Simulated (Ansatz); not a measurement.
BN at 3 GPa (stress–strain coefficients): relaxed-ion elastic tensor

Method: DFT PBE+D3(BJ), scalar-relativistic, plane waves, PAW in Ansatz. Cutoff 420 eV, 12×12×12 k-points (Γ-centred), fixed occupations. No spin polarisation.

The cell, relaxed at 3 GPa:
```
B N
1.0
     1.24964    0.72148    3.07668
    -1.24964    0.72148    3.07668
     0.00000   -1.44296    3.07668
B N
1 1
Direct
  0.99989 0.99989 0.99989
  0.33254 0.33254 0.33254
```

(1) Give the relaxed-ion elastic constants (GPa, Voigt order xx yy zz yz xz xy, on the axes of the cell above).

(2) Is the crystal stable against homogeneous strain?

(3) And the moduli of a polycrystal (Hill averages)?

Answers

(1)
```
961.5 223.7   0.4   5.9   0.0   0.0
223.7 961.5   0.4  -5.9   0.0   0.0
  0.2   0.2  61.1   0.0   0.0   0.0
  6.0  -6.0   0.0   9.9   0.0   0.0
  0.0   0.0   0.0   0.0   9.9   6.0
  0.0   0.0   0.0   0.0   5.9 368.9
```

(2) Yes: the least eigenvalue of the tensor is 9.8 GPa.

(3) B = 163 GPa, G = 108 GPa, E = 266 GPa, ν = 0.23.

This form isn't the usual stable structure of the compound at low pressure.

Cost: 1 run of about 2.4 core-minutes, on Arm Neoverse V2 (shared hosts).